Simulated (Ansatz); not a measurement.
**SnS at a changed volume — 33S NMR of the central transition**

Cell: a COD entry, relaxed with PBE at fixed cell and then changed (volume scaled by 1.06, ions relaxed).

Space group Pnma (No. 62); a = 11.5420, b = 4.1294, c = 4.3252 Å.

| site | Wyckoff | site symmetry | x | y | z |
| --- | --- | --- | --- | --- | --- |
| Sn | 4c | .m. | 0.1239 | 0.2500 | 0.1157 |
| S | 4c | .m. | 0.8496 | 0.2500 | 0.4808 |

One atom of each set is listed.

Level of theory: DFT, PBE, plane waves and PAW, scalar-relativistic, 420 eV cutoff, Γ-centred 4×11×10 k-points, Fermi–Dirac smearing 0.02 eV (Ansatz 0.2.0).

33S has I = 3/2 and Q = -69.40 mb (Pyykkö 2018); at 35.2 T its Larmor frequency is ν₀ = 115.2 MHz. Only the quadrupole interaction is simulated: positions count from each site's isotropic chemical shift, and J coupling is left out, as are shift anisotropy and dipolar coupling, which fast spinning averages.

Simulated pattern of one S site (fast magic-angle spinning, Gaussian broadening 0.8 kHz):

```csv
offset (kHz),height
-18.81,0
-18.35,1
-17.90,4
-17.44,6
-16.98,6
-16.53,6
-16.07,7
-15.62,7
-15.16,7
-14.71,7
-14.25,7
-13.79,7
-13.34,8
-12.88,8
-12.43,10
-11.97,22
-11.51,52
-11.06,79
-10.60,83
-10.15,67
-9.69,57
-9.23,52
-8.78,49
-8.32,47
-7.87,46
-7.41,46
-6.95,46
-6.50,47
-6.04,48
-5.59,50
-5.13,53
-4.68,58
-4.22,65
-3.76,80
-3.31,100
-2.85,98
-2.40,69
-1.94,28
-1.48,4
-1.03,0
```

Q: Which |C_Q| and η does the pattern imply?

A: The pattern spans 15.9 kHz before broadening and its centre of gravity is at -7.21 kHz, which fixes P_Q; the places of the horns and steps fix η. That gives P_Q = 5.76 MHz, |C_Q| = 5.75 MHz and η = 0.10. The sign of C_Q can't be read from the pattern.

At S V_zz stands upright on the plane through its three neighbours (within 9°).

Without spin–orbit coupling (the program notes it for Sn) the gradients can shift somewhat, as the gap is small.
